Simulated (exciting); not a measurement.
# Sr (Fm-3m) in exciting: reference runs

Reference runs on Sr: the cell as given.

All numbers are computed with exciting (release sodium); they aren't measurements. Logs are shortened: lines on timing, memory, paths and dates and some standing lists are left out, and cuts for length are marked.

**1. Starting point**

Symmetry: Fm-3m, No. 225, cubic system. The conventional cell has a = 6.085 Å, b = 6.085 Å, c = 6.085 Å, α = 90.00°, β = 90.00°, γ = 90.00°. Sr (site symmetry m-3m) has 12 Sr at 4.30 Å as nearest neighbours.

**2. Single point, PBE**

Input file input.xml:

```xml
<input>
  <title>Sr</title>
  <structure speciespath="./" tshift="false">
    <crystal scale="1">
      <basevect>0.000000000000 5.749208275255 5.749208275255</basevect>
      <basevect>5.749208275255 0.000000000000 5.749208275255</basevect>
      <basevect>5.749208275255 5.749208275255 0.000000000000</basevect>
    </crystal>
    <species speciesfile="Sr.xml" rmt="2.3">
      <atom coord="0.000000000000 0.000000000000 0.000000000000"/>
    </species>
  </structure>
  <groundstate do="fromscratch" ngridk="8 8 8" rgkmax="9" gmaxvr="14" lmaxapw="10" lmaxmat="10" lmaxvr="8" xctype="GGA_PBE" stype="Fermi Dirac" swidth="0.00183747" nempty="8" ValenceRelativity="iora*" epsengy="1e-05" epspot="1e-05" maxscl="60" tforce="true" outputlevel="normal"/>
</input>
```

Potentials or basis: all-electron LAPW+lo, shipped species files, valence relativity iora*.

The run is started by

```sh
$ OMP_NUM_THREADS=1 exciting_smp
```

INFO.OUT:

```text
================================================================================
EXCITING SODIUM started
[... 10 lines left out ...]

 Lattice vectors (cartesian) :
      0.0000000000      5.7492082753      5.7492082753
      5.7492082753      0.0000000000      5.7492082753
      5.7492082753      5.7492082753      0.0000000000

 Reciprocal lattice vectors (cartesian) :
     -0.5464391797      0.5464391797      0.5464391797
      0.5464391797     -0.5464391797      0.5464391797
      0.5464391797      0.5464391797     -0.5464391797

 Unit cell volume                           :     380.0617132283
 Brillouin zone volume                      :       0.6526577259

 Species :    1 (Sr)
     parameters loaded from                 :    Sr.xml
     name                                   :    strontium
     nuclear charge                         :     -38.00000000
     electronic charge                      :      38.00000000
     atomic mass                            :  159721.48900000
     muffin-tin radius                      :       2.30000000
     # of radial points in muffin-tin       :     400

     atomic positions (lattice) :
       1 :   0.00000000  0.00000000  0.00000000

 Total number of atoms per unit cell        :       1

 Spin treatment                             :    spin-unpolarised

 Number of Bravais lattice symmetries       :      48
 Number of crystal symmetries               :      48

 k-point grid                               :       8    8    8
 Total number of k-points                   :      29
 k-point set is reduced with crystal symmetries

 R^MT_min * |G+k|_max (rgkmax)              :       9.00000000
 Species with R^MT_min                      :       1 (Sr)
 Maximum |G+k| for APW functions            :       3.91304348
 Maximum |G| for potential and density      :      14.00000000

 G-vector grid sizes                        :      40    40    40
 Total number of G-vectors                  :   17573

 Maximum angular momentum used for
     APW functions                          :      10
     computing H and O matrix elements      :      10
     potential and density                  :       8
     inner part of muffin-tin               :       2

 Total nuclear charge                       :     -38.00000000
 Total electronic charge                    :      38.00000000
 Total core charge                          :      28.00000000
 Total valence charge                       :      10.00000000

 Number of empty states                     :       8
 Total number of valence states             :      14

 Maximum Hamiltonian size                   :     404
 Maximum number of plane-waves              :     396
 Total number of local-orbitals             :       8

 Exchange-correlation type                  :      20
     Perdew-Burke-Ernzerhof, Phys. Rev. Lett. 77, 3865 (1996)
     Generalised gradient approximation (GGA)

 Smearing scheme                            :    Fermi-Dirac
 Smearing width                             :       0.00183747

 Using multisecant Broyden potential mixing
[... 16 lines left out ...]
+ SCF iteration number :    1                                                  +
++++++++++++++++++++++++++++++++++++++++++++++++++++++++++++++++++++++++++++++++
 Total energy                               :     -3180.44355793
 _______________________________________________________________
 Fermi energy                               :         0.12843935
 Kinetic energy                             :      3275.04432511
 Coulomb energy                             :     -6350.29807178
 Exchange energy                            :      -103.30391948
 Correlation energy                         :        -1.88589178

 DOS at Fermi energy (states/Ha/cell)       :        26.99177183

 Electron charges :
     core                                   :        28.00000000
     core leakage                           :         0.00017697
     valence                                :        10.00000000
     interstitial                           :         2.56904810
     charge in muffin-tin spheres :
                  atom     1    Sr          :        35.43095190
     total charge in muffin-tins            :        35.43095190
     total charge                           :        38.00000000

++++++++++++++++++++++++++++++++++++++++++++++++++++++++++++++++++++++++++++++++
+ SCF iteration number :    2                                                  +
++++++++++++++++++++++++++++++++++++++++++++++++++++++++++++++++++++++++++++++++
 Total energy                               :     -3180.23100703
 _______________________________________________________________
 Fermi energy                               :         0.13002621
 Kinetic energy                             :      3275.08940509
 Coulomb energy                             :     -6350.13505034
 Exchange energy                            :      -103.29944038
 Correlation energy                         :        -1.88592140

 DOS at Fermi energy (states/Ha/cell)       :        27.22874972

 Electron charges :
     core                                   :        28.00000000
     core leakage                           :         0.00017734
     valence                                :        10.00000000
     interstitial                           :         2.56780871
     charge in muffin-tin spheres :
                  atom     1    Sr          :        35.43219129
     total charge in muffin-tins            :        35.43219129
     total charge                           :        38.00000000
[... 225 lines left out ...]
 RMS change in effective potential (target) :  0.227978E-08  ( 0.100000E-04)
 Absolute change in total energy   (target) :  0.255450E-05  ( 0.100000E-04)
 Charge distance                   (target) :  0.161783E-08  ( 0.100000E-04)
 Abs. change in max-nonIBS-force   (target) :   0.00000      ( 0.500000E-04)

++++++++++++++++++++++++++++++++++++++++++++++++++++++++++++++++++++++++++++++++
+ SCF iteration number :   11                                                  +
++++++++++++++++++++++++++++++++++++++++++++++++++++++++++++++++++++++++++++++++
 Total energy                               :     -3179.85185927
 _______________________________________________________________
 Fermi energy                               :         0.13498012
 Kinetic energy                             :      3275.18601887
 Coulomb energy                             :     -6349.85816743
 Exchange energy                            :      -103.29364019
 Correlation energy                         :        -1.88607053

 DOS at Fermi energy (states/Ha/cell)       :        28.20599407

 Electron charges :
     core                                   :        28.00000000
     core leakage                           :         0.00017772
     valence                                :        10.00000000
     interstitial                           :         2.56415134
     charge in muffin-tin spheres :
                  atom     1    Sr          :        35.43584866
     total charge in muffin-tins            :        35.43584866
     total charge                           :        38.00000000

 RMS change in effective potential (target) :  0.362166E-09  ( 0.100000E-04)
 Absolute change in total energy   (target) :  0.193331E-06  ( 0.100000E-04)
 Charge distance                   (target) :  0.264293E-09  ( 0.100000E-04)
 Abs. change in max-nonIBS-force   (target) :   0.00000      ( 0.500000E-04)

++++++++++++++++++++++++++++++++++++++++++++++++++++++++++++++++++++++++++++++++
| Convergency criteria checked for the last 2 iterations                       +
| Convergence targets achieved. Performing final SCF iteration                 +
++++++++++++++++++++++++++++++++++++++++++++++++++++++++++++++++++++++++++++++++
 Total energy                               :     -3179.85185945
 _______________________________________________________________
 Fermi energy                               :         0.13498011
 Kinetic energy                             :      3275.18601881
 Coulomb energy                             :     -6349.85816753
 Exchange energy                            :      -103.29364020
 Correlation energy                         :        -1.88607053

 DOS at Fermi energy (states/Ha/cell)       :        28.20599398

 Electron charges :
     core                                   :        28.00000000
     core leakage                           :         0.00017772
     valence                                :        10.00000000
     interstitial                           :         2.56415134
     charge in muffin-tin spheres :
                  atom     1    Sr          :        35.43584866
     total charge in muffin-tins            :        35.43584866
     total charge                           :        38.00000000

++++++++++++++++++++++++++++++++++++++++++++++++++++++++++++++++++++++++++++++++
+ Self-consistent loop stopped                                                 +
++++++++++++++++++++++++++++++++++++++++++++++++++++++++++++++++++++++++++++++++
 STATE.OUT is written

--------------------------------------------------------------------------------
- Writing atomic positions and forces                                          -
--------------------------------------------------------------------------------

 Atomic positions (lattice) :
 atom     1  Sr  :     0.00000000    0.00000000    0.00000000

 Total atomic forces including IBS (cartesian) :
 atom     1  Sr  :     0.00000000    0.00000000    0.00000000

 Atomic force components including IBS (cartesian) :
 atom     1  Sr  :     0.00000000    0.00000000    0.00000000   HF force
                 :     0.00000000    0.00000000    0.00000000   core correction
                 :     0.00000000    0.00000000    0.00000000   IBS correction

********************************************************************************
* Groundstate module stopped                                                   *
********************************************************************************

--------------------------------------------------------------------------------
- CAUTION! Warnings have been written in file WARNING.OUT !                    -
--------------------------------------------------------------------------------
================================================================================
| EXCITING SODIUM stopped                                                      =
================================================================================
```

Wall time 54 s (1 thread of Arm Neoverse V1, shared host); peak memory 0.12 GiB.

Results:

* Free energy: -86528.1859 eV
* Band gap on the k mesh: none (metal or under the smearing width)
* All electrons inside the program's atomic spheres: Sr 35.44 (radii Sr 2.3 bohr)

Caveat: the log's total energy holds no entropy term; the free energy is that total less TS from the occupations.
